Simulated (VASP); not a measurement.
Here is a VASP 6.6.1 calculation.

Contents of INCAR:

```
SYSTEM = Te
ALGO = Normal ; BPARAM = 11.95
CPARAM = 0.0093 ; EDIFF = 1E-7
EDIFFG = -0.01 ; ENCUT = 600
IBRION = 2 ; ISIF = 4
ISMEAR = 0 ; IVDW_NL = 2
LASPH = .True. ; LCHARG = .False.
LMIXTAU = .True. ; LREAL = .False.
LUSE_VDW = .True. ; LWAVE = .False.
METAGGA = R2SCAN ; NELM = 80
NSW = 40 ; PREC = Accurate
SIGMA = 0.03
```

The input KPOINTS:

```
k-points
0
Gamma
  9 9 6
  0 0 0
```

Contents of POSCAR:

```
Te                                      
1.0
    4.5006655519      0.0000000000      0.0000000000
   -2.2503327760      3.8976907020      0.0000000000
    0.0000000000      0.0000000000      5.9950527421
  Te            
     3
Direct
     0.2652273577470936    0.0000000000000000    0.3333333332999970
     0.0000000000000000    0.2652273577470936    0.6666666667000030
     0.7347726422529064    0.7347726422529064    0.0000000000000000
```

Potentials or basis: VASP PAW PBE potentials, release 64 (Te).

Launch:

```sh
$ cat potpaw_PBE.64/Te/POTCAR > POTCAR
$ mpirun -np 1 vasp_std > vasp.out
```

(1) What does it give for the energy gained by relaxing?

(2) What does it give for the band gap on the k mesh?

## Answers

(1) 1.2 meV/atom.

(2) 0.39 eV, direct.

Caveat: spin-orbit coupling is left out, which moves the levels of the heavy elements; an odd mesh through Γ misses points on the zone boundary, where band edges often lie.
